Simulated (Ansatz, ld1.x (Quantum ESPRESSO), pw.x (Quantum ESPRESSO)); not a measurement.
**pw.x on diamond H: one setting changed**

Potential: norm-conserving RRKJ (Kleinman–Bylander form), ld1.x (Quantum ESPRESSO) 7.5, PBE; core none, reference 1s1; waves: 1s (bound): rc 1.15 bohr; 2p channel at 0.2 Ry: rc 1.05 bohr; local part: all-electron potential smoothed inside 1.00 bohr (lloc = -2); core correction: none; rho0 0.01.

The reference run (k-mesh 15³, cutoffs 145/580 Ry, Fermi–Dirac 0.01 Ry, mixing_beta 0.4, conv_thr 1e-9, no spin) gives -0.39 GPa at 3.427 Å³/atom, where all-electron LAPW gives -0.21 GPa. This run, with its own iteration cap, changes k-mesh points per axis to 8.

```
&control
  calculation='scf', prefix='x', pseudo_dir='./', outdir='./tmp', tstress=.true., disk_io='none'
/
&system
  ibrav=0, nat=2, ntyp=1, ecutwfc=145, ecutrho=580, nbnd=8,
  occupations='smearing', smearing='fd', degauss=0.01
/
&electrons
  conv_thr=1e-09, mixing_beta=0.4, electron_maxstep=60
/
ATOMIC_SPECIES
H 1.0 H.UPF
CELL_PARAMETERS angstrom
  0.00000000 1.50766447 1.50766447
  1.50766447 0.00000000 1.50766447
  1.50766447 1.50766447 0.00000000
ATOMIC_POSITIONS crystal
H 0.0000 0.0000 0.0000
H 0.2500 0.2500 0.2500
K_POINTS automatic
8 8 8 0 0 0
```

```bash
pw.x < H.scf.in > H.scf.out
```

**Question.** How does the run end?

**Answer.** It converges in 6 iterations; the free energy moves by +10.0 meV/atom and the pressure by +0.23 GPa.

```
Message from routine setup:
     using ibrav=0 with symmetry is DISCOURAGED, use correct ibrav instead
     lattice parameter (alat)  =       4.0292  a.u.
     unit-cell volume          =      46.2531 (a.u.)^3
     number of electrons       =         2.00
     number of Kohn-Sham states=            8
     kinetic-energy cutoff     =     145.0000  Ry
     charge density cutoff     =     580.0000  Ry
     scf convergence threshold =      1.0E-09
     Exchange-correlation= PBE
     number of k points=    29  Fermi-Dirac smearing, width (Ry)=  0.0100
     iteration #  1     ecut=   145.00 Ry     beta= 0.40
     total energy              =      -2.20843670 Ry
     estimated scf accuracy    <       0.00496416 Ry
     iteration #  2     ecut=   145.00 Ry     beta= 0.40
     total energy              =      -2.20881492 Ry
     estimated scf accuracy    <       0.00181343 Ry
     iteration #  3     ecut=   145.00 Ry     beta= 0.40
     total energy              =      -2.20884476 Ry
     estimated scf accuracy    <       0.00000105 Ry
     iteration #  4     ecut=   145.00 Ry     beta= 0.40
     total energy              =      -2.20884526 Ry
     estimated scf accuracy    <       0.00000059 Ry
     iteration #  5     ecut=   145.00 Ry     beta= 0.40
     total energy              =      -2.20884527 Ry
     estimated scf accuracy    <          1.6E-09 Ry
     iteration #  6     ecut=   145.00 Ry     beta= 0.40
     the Fermi energy is     2.7588 ev
!    total energy              =      -2.20884527 Ry
     estimated scf accuracy    <          3.8E-11 Ry
     smearing contrib. (-TS)   =      -0.00075160 Ry
     The total energy is F=E-TS. E is the sum of the following terms:
     one-electron contribution =       0.91941692 Ry
     hartree contribution      =       0.11816772 Ry
     xc contribution           =      -1.35495868 Ry
     ewald contribution        =      -1.89071962 Ry
     convergence has been achieved in   6 iterations
          total   stress  (Ry/bohr**3)                   (kbar)     P=       -1.61
     Message from routine punch:
     Nothing written, as per user request (disk_io='none')
```

The run took about 2.5 s on one core of a shared host (Neoverse-V1, 32 threads, 247 GiB, load 28).
